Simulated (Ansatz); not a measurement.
# SnSe: the cost of one run

Method: DFT PBE, scalar-relativistic, plane waves, PAW, in Ansatz 0.2.0.

The COD entry's cell or inner coordinates are ideal or old and differ from later refinements, so a difference from it is no clean test against experiment.

The runs add the D3(BJ) dispersion term to the functional named.

### 1 The system as given

Symmetry: Pnma, No. 62, orthorhombic system. The conventional cell has a = 11.486 Å, b = 4.170 Å, c = 4.380 Å, α = 90.00°, β = 90.00°, γ = 90.00°. Sn (site symmetry m) has 3 Se at 2.76 to 2.82 Å as nearest neighbours. Around Se (site symmetry m) lie 3 Sn at 2.76 to 2.82 Å.

Coordinates:

```cif
data_structure
_symmetry_space_group_name_H-M 'P 1'
_symmetry_Int_Tables_number 1
_cell_length_a 11.4856
_cell_length_b 4.1701
_cell_length_c 4.3800
_cell_angle_alpha 90.000
_cell_angle_beta 90.000
_cell_angle_gamma 90.000
_cell_volume 209.78
loop_
_atom_site_label
_atom_site_type_symbol
_atom_site_fract_x
_atom_site_fract_y
_atom_site_fract_z
_atom_site_occupancy
Sn1 Sn 0.11795 0.25000 0.09382 1
Sn2 Sn 0.38205 0.75000 0.59382 1
Sn3 Sn 0.61795 0.25000 0.40618 1
Sn4 Sn 0.88205 0.75000 0.90618 1
Se1 Se 0.35712 0.25000 0.02247 1
Se2 Se 0.14288 0.75000 0.52247 1
Se3 Se 0.85712 0.25000 0.47753 1
Se4 Se 0.64288 0.75000 0.97753 1
```

An earlier run at PBE left this cell at 26.223 Å³/atom and 0.01 GPa (4×8×6 mesh).

### 2 Volume × 0.96

File input.yaml:

```yaml
crystal:
  lattice:
    - [11.3303704008, 0.0, 0.0]
    - [0.0, 4.1137145107, 0.0]
    - [0.0, 0.0, 4.3207556942]
  atoms:
    - { symbol: Sn, position: [0.1179506268, 0.25, 0.0938221371] }
    - { symbol: Sn, position: [0.3820493732, 0.75, 0.5938221371] }
    - { symbol: Sn, position: [0.6179506268, 0.25, 0.4061778629] }
    - { symbol: Sn, position: [0.8820493732, 0.75, 0.9061778629] }
    - { symbol: Se, position: [0.3571189365, 0.25, 0.0224728919] }
    - { symbol: Se, position: [0.1428810635, 0.75, 0.5224728919] }
    - { symbol: Se, position: [0.8571189365, 0.25, 0.4775271081] }
    - { symbol: Se, position: [0.6428810635, 0.75, 0.9775271081] }
basis:
  ecutwfc: 420
  ecutrho_ratio: 4
kpoints:
  mp_grid: { grid: [4, 8, 8] }
hamiltonian:
  xc: pbe
  dispersion: d3bj
scf:
  occupations: { method: gaussian, width: 0.05 }
output:
  forces: true
  stress: true
  eigenvalues: true
relax:
  f_tol: 0.01
  max_steps: 40
  cell: { stress_tol: 0.1, fix: [volume] }
```

Command:

```bash
$ ansatz run input.yaml --threads 4 --pin off --max-ram 10240MiB --backend cpu --events-out ev --progress --plain --runs-dir out
```

Q: Estimate wall time and peak memory on 4 threads of Arm Neoverse V2, shared host.

About 2.4 min, with a peak of 1.2 GiB.
